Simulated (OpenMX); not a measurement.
# SiO2 under changes of volume

One of the cells (18.553 Å³/atom); the others are scaled copies at fixed shape and fractional positions:

```
CELL_PARAMETERS angstrom
-2.62334 4.77675 4.44167
2.62334 -4.77675 4.44167
2.62334 4.77675 -4.44167
ATOMIC_POSITIONS crystal
Si 0.26034 0.84494 0.41540
Si 0.07045 0.15506 0.91540
Si 0.73966 0.15506 0.58460
Si 0.92955 0.84494 0.08460
O 0.50000 0.00000 0.50000
O 0.00000 0.00000 0.00000
O 0.79318 0.00000 0.29318
O 0.20682 0.50000 0.20682
O 0.20682 0.00000 0.70682
O 0.79318 0.50000 0.79318
O 0.86931 0.11931 0.75000
O 0.13069 0.88069 0.25000
```

The cell comes from a database or a generator and needn't be the stable form of this composition.

| Quantity | Value |
| --- | --- |
| Program | OpenMX 3.8.5 |
| Functional | LDA |
| Potentials or basis | OpenMX 2013 LDA set, Si7.0-s2p2d1, O6.0-s2p2d1, fixed grid of 80 × 54 × 56 points |
| k mesh | 7 × 7 × 7 |
| Occupations | fermi-dirac, width 0.05 eV |
| Spin | no spin polarisation |

```tsv
volume (Å³/atom)	energy over the lowest point (meV/atom)	gap on the mesh (eV)	largest force (eV/Å)
17.440	45.89	6.82	0.978
17.811	23.32	6.71	0.766
18.182	8.63	6.59	0.572
18.553	1.07	6.45	0.402
18.924	0.00	6.28	0.427
19.295	4.81	6.11	0.451
19.666	?	?	?
```

Question: What does the run at 19.666 Å³/atom give?

Answer: Energy over the lowest point 14.97 meV/atom; gap on the mesh 5.91 eV; largest force 0.474 eV/Å.

Worked out: A Birch-Murnaghan fit of order 3 (a polynomial in V^(-2/3)) to the other rows has its minimum at 18.80 Å³/atom with B0 = V·E''(V) = 133 GPa and B' = 3.9 at fixed shape and positions, which overstates the stiffness. It gives 14.97 meV/atom at 19.666 Å³/atom, against the run's 14.97. A parabola through the other rows of the gap, of slope -10.6 eV per unit of ln V (its deformation potential) there, extrapolates to 5.92 eV, against the run's 5.91.

Energies are extrapolated to zero smearing.

Caveats: an odd mesh through Γ misses points on the zone boundary, where band edges often lie; the basis of atomic orbitals isn't converged, which shifts pressures, moduli and gaps.
